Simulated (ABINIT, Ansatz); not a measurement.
# BaS (Fm-3m): third-order response, part 3 of 3

Which lines does BaS (Fm-3m) show in Raman and infrared spectra?

ABINIT 10.8.3; DFT LDA, scalar-relativistic, plane waves, PseudoDojo norm-conserving pseudopotentials.

So far, mean static dielectric tensor (ions relaxed, fixed cell): step 7 (modes with the sum rule) 13.8. The relaxed cell has a = 6.285 Å (conventional setting).

**8. Sum rules set otherwise (asr 0)**

Without the rule the raw error of the acoustic modes shows.

anaddb.abi reads:

```
ddb_filepath "gamma_DDB"
output_file "anaddb.abo"
outdata_prefix "anaddb"
asr 0
chneut 0
enunit 2
eivec 1
nph1l 1
qph1l 0.0 0.0 0.0 1.0
dieflag 1
nph2l 3
qph2l 
    1.0 0.0 0.0 0.0
    0.0 0.0 1.0 0.0
    1.0 1.0 1.0 0.0
nlflag 1
ramansr 1
alphon 1
prtmbm 1
```

mrgddb.in reads:

```
gamma_DDB
merged
3
dfpt_gammao_DS2_DDB
dfpt_gammao_DS3_DDB
gso_DDB
```

Started as:

```sh
mrgddb < mrgddb.in > mrgddb.log
OMP_NUM_THREADS=1 anaddb anaddb.abi > anaddb.log
```

anaddb.abo, the main output file:

```text
[banners, grids, parts of the stress and lines that vanish by symmetry left out]
-outvars_anaddb: echo values of input variables ----------------------

 Flags :
[...]
Dielectric Tensor and Effective Charges
[...]
Effective charge tensors after
[...]
1          1       -0.000000000       -0.000000000       -0.000000000
[...]
1          2       -0.000000000       -0.000000000       -0.000000000
[...]
1          3       -0.000000000       -0.000000000       -0.000000000
[...]
2          1       -0.000000000       -0.000000000       -0.000000000
[...]
2          2       -0.000000000       -0.000000000       -0.000000000
[...]
2          3       -0.000000000       -0.000000000       -0.000000000
[...]
Phonon wavevector (reduced coordinates) :  0.00000  0.00000  0.00000
 Phonon energies in Hartree :
[...]
Phonon energies in meV     :
-  1.980429E-02  1.980433E-02  1.980443E-02  1.909936E+01  1.909936E+01
-  1.909936E+01
 Phonon frequencies in cm-1    :
-  1.597324E-01  1.597327E-01  1.597335E-01  1.540467E+02  1.540467E+02
-  1.540467E+02
 Phonon frequencies in Thz     :
-  4.788657E-03  4.788665E-03  4.788690E-03  4.618205E+00  4.618205E+00
-  4.618205E+00
 Phonon energies in Kelvin  :
-  2.298193E-01  2.298197E-01  2.298209E-01  2.216389E+02  2.216389E+02
-  2.216389E+02
[...]
-  1  0.00000000E+00  0.00000000E+00  1.79958692E-03
-     0.00000000E+00  0.00000000E+00  0.00000000E+00
-  2  0.00000000E+00  0.00000000E+00  1.79957359E-03
-     0.00000000E+00  0.00000000E+00  0.00000000E+00
[...]
-  1  0.00000000E+00 -1.79958692E-03  0.00000000E+00
-     0.00000000E+00  0.00000000E+00  0.00000000E+00
-  2  0.00000000E+00 -1.79957359E-03  0.00000000E+00
-     0.00000000E+00  0.00000000E+00  0.00000000E+00
[...]
-  1  1.79958692E-03  0.00000000E+00  0.00000000E+00
-     0.00000000E+00  0.00000000E+00  0.00000000E+00
-  2  1.79957359E-03  0.00000000E+00  0.00000000E+00
-     0.00000000E+00  0.00000000E+00  0.00000000E+00
[...]
-  1  0.00000000E+00  0.00000000E+00  8.69588996E-04
-     0.00000000E+00  0.00000000E+00  0.00000000E+00
-  2  0.00000000E+00 -4.15095438E-07 -3.72416057E-03
-     0.00000000E+00  0.00000000E+00  0.00000000E+00
[...]
-  1  0.00000000E+00 -8.69588996E-04  0.00000000E+00
-     0.00000000E+00  0.00000000E+00  0.00000000E+00
-  2  0.00000000E+00  3.72416057E-03 -4.15095196E-07
-     0.00000000E+00  0.00000000E+00  0.00000000E+00
[...]
-  1  8.69589002E-04  0.00000000E+00  0.00000000E+00
-     0.00000000E+00  0.00000000E+00  0.00000000E+00
-  2 -3.72416060E-03  0.00000000E+00  0.00000000E+00
-     0.00000000E+00  0.00000000E+00  0.00000000E+00
[...]
-     1          0.000000    -0.000000     0.025699     0.025699
-     2         -0.000000    -0.025699     0.000000     0.025699
-     3          0.025699    -0.000000     0.000000     0.025699
-     4         -0.000000     0.000000     3.119326     3.119326
-     5         -0.000000    -3.119326    -0.000000     3.119326
-     6          3.119326     0.000000    -0.000000     3.119326
[...]
-   1     Real    0.0000E+00  0.0000E+00  4.2776E-09  0.0000E+00  0.0000E+00  0.0000E+00  4.2776E-09
[...]
-   2     Real    0.0000E+00  4.2776E-09  0.0000E+00  0.0000E+00  0.0000E+00  0.0000E+00  4.2776E-09
[...]
-   3     Real    4.2776E-09  0.0000E+00  0.0000E+00  0.0000E+00  0.0000E+00  0.0000E+00  4.2776E-09
[...]
-   4     Real    0.0000E+00  0.0000E+00  1.4231E-04  0.0000E+00  0.0000E+00  0.0000E+00  1.4231E-04
[...]
-   5     Real    0.0000E+00  1.4231E-04  0.0000E+00  0.0000E+00  0.0000E+00  0.0000E+00  1.4231E-04
[...]
-   6     Real    1.4231E-04  0.0000E+00  0.0000E+00  0.0000E+00  0.0000E+00  0.0000E+00  1.4231E-04
[...]
-         0.000000000       0.000000000       0.000000000
-         0.000000000       0.000000000       0.000000000
[...]
Phonon at Gamma, with non-analyticity in the
[...]
Phonon energies in Hartree :
[...]
Phonon energies in meV     :
-  1.980429E-02  1.980433E-02  8.539100E-02  1.909936E+01  1.909936E+01
-  3.136693E+01
 Phonon frequencies in cm-1    :
-  1.597324E-01  1.597327E-01  6.887249E-01  1.540467E+02  1.540467E+02
-  2.529913E+02
 Phonon frequencies in Thz     :
-  4.788657E-03  4.788665E-03  2.064745E-02  4.618205E+00  4.618205E+00
-  7.584489E+00
 Phonon energies in Kelvin  :
-  2.298193E-01  2.298197E-01  9.909214E-01  2.216389E+02  2.216389E+02
-  3.639981E+02
[...]
-  1  0.00000000E+00  0.00000000E+00  1.79958692E-03
[...]
-  2  0.00000000E+00  0.00000000E+00  1.79957359E-03
[...]
Phonon at Gamma, with non-analyticity in the
[...]
Phonon energies in Hartree :
[...]
Phonon energies in meV     :
-  1.980433E-02  1.980443E-02  8.539097E-02  1.909936E+01  1.909936E+01
-  3.136693E+01
 Phonon frequencies in cm-1    :
-  1.597327E-01  1.597335E-01  6.887246E-01  1.540467E+02  1.540467E+02
-  2.529913E+02
 Phonon frequencies in Thz     :
-  4.788665E-03  4.788690E-03  2.064744E-02  4.618205E+00  4.618205E+00
-  7.584489E+00
 Phonon energies in Kelvin  :
-  2.298197E-01  2.298209E-01  9.909211E-01  2.216389E+02  2.216389E+02
-  3.639981E+02
[...]
Phonon at Gamma, with non-analyticity in the
[...]
Phonon energies in Hartree :
[...]
Phonon energies in meV     :
-  1.980431E-02  1.980439E-02  8.539098E-02  1.909936E+01  1.909936E+01
-  3.136693E+01
 Phonon frequencies in cm-1    :
-  1.597325E-01  1.597332E-01  6.887247E-01  1.540467E+02  1.540467E+02
-  2.529913E+02
 Phonon frequencies in Thz     :
-  4.788661E-03  4.788681E-03  2.064745E-02  4.618205E+00  4.618205E+00
-  7.584489E+00
 Phonon energies in Kelvin  :
-  2.298195E-01  2.298204E-01  9.909212E-01  2.216389E+02  2.216389E+02
-  3.639981E+02
[...]
-  1  1.77766420E-04  1.17426974E-03 -1.35203653E-03
[...]
-  2  1.77765102E-04  1.17426104E-03 -1.35202651E-03
[...]
-  1  1.45856328E-03 -8.83232467E-04 -5.75331782E-04
[...]
-  2  1.45855247E-03 -8.83225926E-04 -5.75327522E-04
[...]
-  1  1.02437299E-04  5.57240442E-04 -6.59677741E-04
[...]
-  2 -4.38704895E-04 -2.38647556E-03  2.82518045E-03
[...]
-  1  7.02588040E-04 -4.40007323E-04 -2.62580717E-04
[...]
-  2 -3.00895100E-03  1.88440508E-03  1.12454592E-03
[...]
-         0.000000000       0.000000000       0.000000000
-         0.000000000       0.000000000       0.000000000
[...]
-         0.000000000       0.000000000       0.000000000
-         0.000000000       0.000000000       0.000000000
-         0.000000000       0.000000000       0.000000000
[...]
-         0.000000000       0.000000000       0.000000000
-         0.000000000       0.000000000       0.000000000
-         0.000000000       0.000000000       0.000000000
[...]
Direction                     Dielectric constant
[...]
0.00000   0.00000   1.00000     13.77132069
   1.00000   1.00000   1.00000     13.77132069
-
```

Run time: 1.5 s. Hardware: 1 thread of Arm Neoverse N1, shared host.

This step gave:

```
mean static dielectric constant : 13.77
```

Zone-centre frequencies as printed; negative means imaginary. Modes:

```tsv
mode	frequency (cm⁻¹)
1	0.16
2	0.16
3	0.16
4	154.1
5	154.1
6	154.1
```

**9. Cross-check with Ansatz**

The same cell goes through another code at the same cutoff. The files are of one family, but Ansatz's library holds files of its own making for some heavy elements, so those for Ba may differ. Its k mesh is centred on Γ.

This step: DFT LDA, scalar-relativistic, plane waves, norm-conserving pseudopotentials of its library (PseudoDojo's, some remade) (Ansatz 0.2.0).

input.yaml reads:

```yaml
crystal:
  lattice:
    - [-3.1426735237, 0.0, 3.1426735237]
    - [0.0, 3.1426735237, 3.1426735237]
    - [-3.1426735237, 3.1426735237, 0.0]
  atoms:
    - { symbol: Ba, position: [0.0, 0.0, 0.0] }
    - { symbol: S, position: [0.5, 0.5, 0.5] }
kpoints:
  mp_grid: { grid: [6, 6, 6] }
hamiltonian:
  xc: lda
  pseudopotentials: { kind: nc, accuracy: standard }
scf:
  occupations: { method: fixed }
output:
  eigenvalues: true
basis:
  ecutwfc: 585.045
phonons:
  method: dfpt
  dielectric: true
  rigid_motions: translations
  raman: true
```

Started as:

```sh
ansatz run input.yaml --threads 2 --pin off --max-ram 4096MiB --backend cpu --events-out ev --progress --plain --runs-dir out
```

Log:

```text
Warning: basis.ecutwfc = 585.045 eV is below the records' recommended 770 eV, and the density's cutoff is lower with it unless basis.ecutrho_ratio is high enough to keep the records' density cutoff: compare with a run at a higher cutoff
Engine: ansatz 0.2.0, aarch64-unknown-linux-gnu
Pseudopotentials: kind: nc
Pseudopotential: Ba, nc, valence charge 10, recommended cutoff 770 eV (normal), Ba.nc.azcp (PseudoDojo's, or run here from an input of PseudoDojo's; its table is named by hamiltonian.pseudopotentials.accuracy)
Pseudopotential: S, nc, valence charge 6, recommended cutoff 734.707429 eV (normal), S.nc.azcp (PseudoDojo's, or run here from an input of PseudoDojo's; its table is named by hamiltonian.pseudopotentials.accuracy)
Functional definition: SPW92
  exchange = slater_x
  correlation = pw_c
Crystal: 2 atoms, lattice volume = 62.077 Å³
Basis set: ecut = 585.045 eV, 1989 PW (Γ), exchange–correlation on 72×72×72 points (8 copies of the dense FFT grid, shifted against one another)
Bands: 12, of which v1, the nominal top of the filled ones, is band 8 counted from 1 (7 counted from 0)
Symmetry: 48 space group operations
k-points: 30 of 216 (irreducible under 8 space group operations, time reversal used)
Non-local potential: Ba, projectors of the file, l = 0: 2, l = 1: 2, l = 2: 2, l = 3: 2
Non-local potential: S, projectors of the file, l = 0: 2, l = 1: 2, l = 2: 2
Initial density: superposition of atomic densities (chi_scale 0.1, normalization cell, long waves kept (reshape's long-wave potential 0.00 eV rms))
Initial wavefunctions: pseudopotential atomic-orbital guess
Functional: x = slater, c = lda
SCF iter   1: F=—  HF=-1069.467643 eV  |F-HF|=—  |Δ(HF+E_count)|=         —  Δρ=2.32e-2  dr2=5.18e-1  ethr=3.10e-3  ⟨swp⟩=7.2  Hψ=2510  notcnv=0  defer=40
preconditioner: auto → none  [insulator: Δε(μ)=1.659 eV  Ē_g=11.954 eV  n_scr=14 (ndim 8)  ℏωp=17.6 eV  f_vac=0.000  ε∞_Penn≈3.2]
SCF iter   2: F=—  HF=-1069.306811 eV  |F-HF|=—  |Δ(HF+E_count)|=   1.61e-1  Δρ=9.29e-3  dr2=9.39e-2  ethr=3.10e-3  ⟨swp⟩=4.5  Hψ=955  notcnv=0  defer=47
SCF iter   3: F=—  HF=-1069.291961 eV  |F-HF|=—  |Δ(HF+E_count)|=   1.48e-2  Δρ=4.76e-3  dr2=1.52e-2  ethr=5.87e-4  ⟨swp⟩=2.0  Hψ=511  notcnv=0  defer=57
SCF iter   4: F=—  HF=-1069.289704 eV  |F-HF|=—  |Δ(HF+E_count)|=   2.26e-3  Δρ=7.42e-4  dr2=3.51e-4  ethr=9.48e-5  ⟨swp⟩=2.8  Hψ=554  notcnv=0  defer=56
SCF iter   5: F=—  HF=-1069.289761 eV  |F-HF|=—  |Δ(HF+E_count)|=   5.71e-5  Δρ=9.32e-5  dr2=2.96e-6  ethr=2.19e-6  ⟨swp⟩=3.0  Hψ=673  notcnv=0  defer=56
SCF iter   6: F=—  HF=-1069.289764 eV  |F-HF|=—  |Δ(HF+E_count)|=   2.49e-6  Δρ=1.06e-5  dr2=7.16e-8  ethr=1.85e-8  ⟨swp⟩=2.8  Hψ=659  notcnv=0  defer=56
SCF iter   7: F=—  HF=-1069.289766 eV  |F-HF|=—  |Δ(HF+E_count)|=   2.14e-6  Δρ=1.67e-6  dr2=1.60e-9  ethr=4.48e-10  ⟨swp⟩=2.2  Hψ=584  notcnv=0  defer=54
SCF iter   8: F=-1069.289766 eV  HF=-1069.289766 eV  |F-HF|=5.55e-11  |Δ(HF+E_count)|=  3.65e-10  Δρ=3.63e-7  dr2=8.12e-11  ethr=1.00e-12  ⟨swp⟩=18.6  Hψ=4882  notcnv=0
SCF 1 converged in 8 iterations: F = -1069.289766 eV  dr2 = 8.12e-11
NSCF: frozen V_eff on 3 k-points
DFPT response loops at Γ: preconditioner auto → none (the input reference at scf.mixing.eps_inf says where Resta's filter doesn't serve); β = 0.50; Broyden in place of MSR1
── the response to a field inside a basis, on 10×10×10 k-points: an SCF that follows is theirs, and a resumed run solves both again ──
Bands: 9, of which v1, the nominal top of the filled ones, is band 8 counted from 1 (7 counted from 0)
k-points: 110 of 1000 (irreducible under 12 space group operations)
Initial density: handed on by an earlier stage of this run
Initial wavefunctions: pseudopotential atomic-orbital guess (no wavefunctions were taken with the density)
Eigensolver: Dense (110 Hₖ)
SCF iter   1: F=—  HF=-1069.288232 eV  |F-HF|=—  |Δ(HF+E_count)|=         —  Δρ=9.51e-5  dr2=1.57e-6  ethr=1.00e-1
preconditioner: auto → none  [insulator: Δε(μ)=2.035 eV  Ē_g=10.161 eV  n_scr=14 (ndim 8)  ℏωp=17.6 eV  f_vac=0.000  ε∞_Penn≈4.0]
SCF iter   2: F=—  HF=-1069.288233 eV  |F-HF|=—  |Δ(HF+E_count)|=   6.37e-7  Δρ=4.92e-5  dr2=2.90e-7  ethr=9.84e-9
SCF iter   3: F=—  HF=-1069.288233 eV  |F-HF|=—  |Δ(HF+E_count)|=   1.67e-7  Δρ=2.60e-5  dr2=5.76e-8  ethr=1.81e-9
SCF iter   4: F=—  HF=-1069.288233 eV  |F-HF|=—  |Δ(HF+E_count)|=   7.55e-8  Δρ=1.08e-5  dr2=1.02e-8  ethr=3.60e-10
SCF iter   5: F=—  HF=-1069.288233 eV  |F-HF|=—  |Δ(HF+E_count)|=   1.49e-8  Δρ=2.24e-6  dr2=4.46e-10  ethr=6.39e-11
SCF iter   6: F=-1069.288233 eV  HF=-1069.288233 eV  |F-HF|=7.05e-12  |Δ(HF+E_count)|=  6.77e-10  Δρ=2.32e-7  dr2=4.99e-12  ethr=2.79e-12
SCF 1 converged in 6 iterations: F = -1069.288233 eV  dr2 = 4.99e-12
DFPT response loops at Γ: mixed as the last ones told, above
DFPT response loops at Γ: mixed as the last ones told, above
SCF converged after 8 iterations
Free energy (F): -1069.289766 eV
Harris-Foulkes:  -1069.289766 eV  (|F-HF|=5.55e-11)
Internal energy: -1069.289766 eV  (E = F + TS)
E sigma→0 (E₀):  -1069.289766 eV
Fermi energy:    6.055109 eV
--- Per-component energies (eV) ---
  E_band       = -46.045013
  E_kinetic    = 284.884620
  E_local      = -492.994277  (includes V_loc(G=0)·N_el)
  E_nonlocal   = 149.836989
  E_hartree    = 119.378222
  E_xc         = -266.339222
  E_vxc        = -226.528669  (∫ρ·V_xc dr)
  E_ewald      = -864.056098
  E_smearing   = -0.000000  (= −TS)
  E_closure    = 0.000000  (closes the sum)
  Σ components = -1069.289766   (vs F -1069.289766, Δ=0.00e0)
--- Band table (eV; the first three rows and the last of 30) ---
  k-point 0: bands = [... 4 lower, -4.2775, 6.0551, 6.0551, 6.0551, 9.6832, 9.8736, 9.8736, 9.8736]
  k-point 1: bands = [... 4 lower, -3.6451, 5.3651, 5.6988, 5.6988, 9.8692, 10.2869, 10.2869, 10.7081]
  k-point 2: bands = [... 4 lower, -3.0186, 4.4039, 5.1530, 5.1530, 10.3971, 11.4088, 11.4088, 12.2270]
  k-point 29: bands = [... 4 lower, -4.1897, 5.6591, 5.9777, 5.9777, 7.9825, 12.1539, 12.2870, 13.8578]
--- Phonons (Γ-DFPT): 2 representative perturbations + reference, on 30 of 216 k-points (Σ response iterations 6) ---
  k mesh reduced under 8 symmetry operations, with k and −k counted as one. Each operation leaves every solved perturbation unchanged. A smaller set is not considered because the run solves the response to a homogeneous field
  ASR residual: 4.731e-4 → 0.000e0 eV/Å²; symmetrization residual: 2.254e-6 eV/Å²
  ASR residual per site (eV/Å²): 3.13e-5 4.73e-4
  Γ frequencies (cm⁻¹): 0.00 0.00 0.00 148.77 148.77 148.77
  ε∞ (high-frequency dielectric tensor):
        5.110418    -0.000000     0.000000
       -0.000000     5.110418    -0.000000
        0.000000    -0.000000     5.110418
  ε⁰ (static dielectric tensor: ions relaxed, cell fixed):
       14.613892     0.000000    -0.000000
        0.000000    14.613892    -0.000000
       -0.000000    -0.000000    14.613892
  ε⁰ − ε∞ (ionic part):
        9.503474     0.000000    -0.000000
        0.000000     9.503474     0.000000
       -0.000000     0.000000     9.503474
  softest optical mode at Γ: 148.77 cm⁻¹; the repairs (sum rule, projections) moved no ω² at Γ by more than (2.03 cm⁻¹)²
  Born effective charges Z* (e; rows j = field, columns β = displacement):
    site 0:
         2.62613    0.00000    0.00000
         0.00000    2.62613   -0.00000
        -0.00000    0.00000    2.62613
    site 1:
        -2.62613   -0.00000   -0.00000
        -0.00000   -2.62613    0.00000
         0.00000   -0.00000   -2.62613
  Z* charge neutrality: 8.090e-4 e pre-enforcement
  solved inside a basis spanned on kpoints, on 10×10×10 k-points: ε∞ is read to err by 1.3e-2, Z* by 1.1e-2 e (field_mesh: kpoints solves on kpoints); Z* is corrected for what the basis lacks
  Raman tensors (in the event stream and the table raman_tensors.tsv): an entry may err by 3.2e-3 Å², one of the second-order susceptibility by 3.8e-19 pm/V (basis, points and sum rule); their sum over the sites missed zero by 2.054e-20 Å² ahead of its enforcement
  optical modes at Γ without the LO–TO term, one row a degenerate level:
      ω (cm⁻¹)  modes    IR ((D/Å)²/amu)  static Raman (Å⁴/amu)  depolarisation
        148.77      3            18.3644                 0.0000               —
  optical modes at Γ + LO–TO along q̂ = [1.0000, 0.0000, 0.0000]:
      ω (cm⁻¹)  modes    IR ((D/Å)²/amu)  static Raman (Å⁴/amu)  depolarisation
        148.77      2            12.2429                 0.0000               —
        251.57      1             6.1215                 0.0000               —
  optical modes at Γ + LO–TO along q̂ = [0.0000, 1.0000, 0.0000]:
      ω (cm⁻¹)  modes    IR ((D/Å)²/amu)  static Raman (Å⁴/amu)  depolarisation
        148.77      2            12.2429                 0.0000               —
        251.57      1             6.1215                 0.0000               —
  optical modes at Γ + LO–TO along q̂ = [0.0000, 0.0000, 1.0000]:
      ω (cm⁻¹)  modes    IR ((D/Å)²/amu)  static Raman (Å⁴/amu)  depolarisation
        148.77      2            12.2429                 0.0000               —
        251.57      1             6.1215                 0.0000               —
```

Elapsed: 4 min, on 2 threads; peak memory 0.89 GiB.

This step gave:

| Item | Value |
| --- | --- |
| gap on the k-mesh | 1.927 eV |
| sum-rule residual before enforcement | 4.73e-4 eV/Å² |
| miss of the charge sum rule | 8.09e-4 e |
| estimated error of the dielectric tensor | 0.01260 |
| estimated error of the Born charges | 0.01103 e |
| highest optical zone-centre mode (no LO-TO term) | 148.8 cm⁻¹ |
| lowest optical zone-centre mode | 148.8 cm⁻¹ |
| mean high-frequency dielectric constant | 5.110 |
| mean static dielectric constant | 14.61 |
| highest mode moved by the LO-TO term | 251.6 cm⁻¹ |

Transverse modes. Lines of the infrared spectrum (strongest = 100):

```tsv
position (cm⁻¹)	label	IR intensity ((D/Å)²/amu), degenerate modes summed, relative
149	T1u	100
```

**10. Side by side: ABINIT PseudoDojo and Ansatz, library NC**

Worked out from the results:

```yaml
root_mean_square_difference: 5.2 cm⁻¹
largest_difference: 5.2 cm⁻¹
```

Optical modes, paired by symmetry label. Frequencies side by side, by row:

```tsv
q (reciprocal lattice)	mode	ABINIT PseudoDojo (cm⁻¹)	Ansatz, library NC (cm⁻¹)
0 0 0	4	154	148.8
0 0 0	5	154	148.8
0 0 0	6	154	148.8
```

The two runs side by side. Further quantities:

```tsv
quantity	ABINIT PseudoDojo	Ansatz, library NC
mean ε∞	5.106	5.11
largest Born charge in size (e; the first before, the second after the charge sum rule)	2.626	2.626
summed IR intensity ((D/Å)²/amu)	18.11	18.36
summed Raman activity (Å⁴/amu)	0	0
```

At the zone centre the largest difference (acoustic modes at Γ apart) is 3 % of the highest mode.

**11. Summary of results**

```yaml
space_group_after_relaxation: Fm-3m
volume_per_atom: 31.0 Å³
highest_optical_zone_centre_mode_no_lo_to_term: 154.1 cm⁻¹
highest_mode_moved_by_the_lo_to_term: 253.7 cm⁻¹
mean_high_frequency_dielectric_constant: 5.11
largest_born_charge_in_size_third_of_the_trace: 2.63 e
mean_static_dielectric_constant: 13.8
imaginary_optical_modes_at_the_zone_centre_no_q_mesh_in_this_session: none
largest_difference_from_ansatz_library_nc: 5.2 cm⁻¹
```

No mode is Raman active in this structure; the strongest infrared line lies at 154 cm⁻¹. At the LDA level the optical modes of BaS (Fm-3m) at the zone centre (no LO-TO term) lie at 154 cm⁻¹. Along the directions run, the highest mode that the macroscopic field moves lies at 254 cm⁻¹. Lattice motion raises the mean dielectric constant from 5.106 to 13.85. The Born charge of Ba is 2.626 e against a formal charge of +2, somewhat above it. The Lyddane-Sachs-Teller relation holds: (ωLO/ωTO)² is 2.71 and ε₀/ε∞ is 2.71. ABINIT PseudoDojo and Ansatz, library NC differ by 5.2 cm⁻¹ in the root mean square and by 5.2 cm⁻¹ at most, 3.4 % of the highest mode compared (acoustic modes at Γ left out); the two use different potentials, and the cell was not relaxed for the second set. These are harmonic frequencies at zero temperature: anharmonic shifts and linewidths and thermal expansion are left out. Spin-orbit coupling is left out, which can matter for the heavy elements here. Ansatz warns that the cutoff lies 24 % under the one recommended for these files; agreement at one cutoff is not convergence. The total energies of the two programs lie far apart, so at least one potential file in Ansatz's library differs from the published one read by the first program.

[Host names and launcher messages were left out of these logs when they were recorded.]

[Logs are printed without paths, hosts, clocks, repeated set-up lines and the standing remarks that a program may print on its own settings, such as how far it seeks lower states.]

[Hosts, paths, dates, database ids (printed as entryN), source tags and the programs' standing remarks are cut or masked in the printed files.]
